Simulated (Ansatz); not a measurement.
## Li2S: pressure against volume

Li2S, Fm-3m, a = 5.689 Å. Ansatz: r2SCAN, PAW, 500 eV, Γ-centred 8×8×8 mesh on 3 atoms, Gaussian smearing 0.02 eV; no spin polarisation. Symmetry fixes shape and atoms, so the cell is only scaled; pressure is positive in compression.

| V (Å³/atom) | P (GPa) |
| --- | --- |
| 13.502 | ? |
| 13.963 | 4.85 |
| 14.423 | 3.00 |
| 14.883 | 1.41 |
| 15.344 | 0.04 |
| 15.804 | -1.15 |
| 16.264 | -2.17 |
| 16.878 | -3.33 |

**Question.** Take V0 = 15.344 Å³/atom, count pressures from its P0 = 0.04 GPa, fit the third-order Birch–Murnaghan form to the other rows, and predict the missing pressure.

**Answer.** With the Eulerian strain f = ½[(V0/V)^(2/3) − 1] and y = (P − P0)/[3f(1 + 2f)^(5/2)], the form is the line y = B0 + 1.5 B0 (B0′ − 4) f. Rows (f, y): 0.03245, 42.2; 0.02107, 42.2; 0.01027, 42.3; -0.00975, 42.7; -0.01904, 42.6; -0.03077, 42.8. Means f = 0.0007050, y = 42.467; Σ(Δf)² = 0.003004, ΣΔfΔy = -0.03105; the slope is their ratio. y = 42.47 − 10.34 f GPa, so B0 = 42.5 GPa and B0′ = 4 + 2 × (-10.34)/(3 × 42.47) = 3.84. At V = 13.502, f = 0.04450, y = 42.01 and P = 6.98 GPa. The run gave 6.99 GPa, so the fit is 0.01 GPa too low, a small miss on the scale of the series.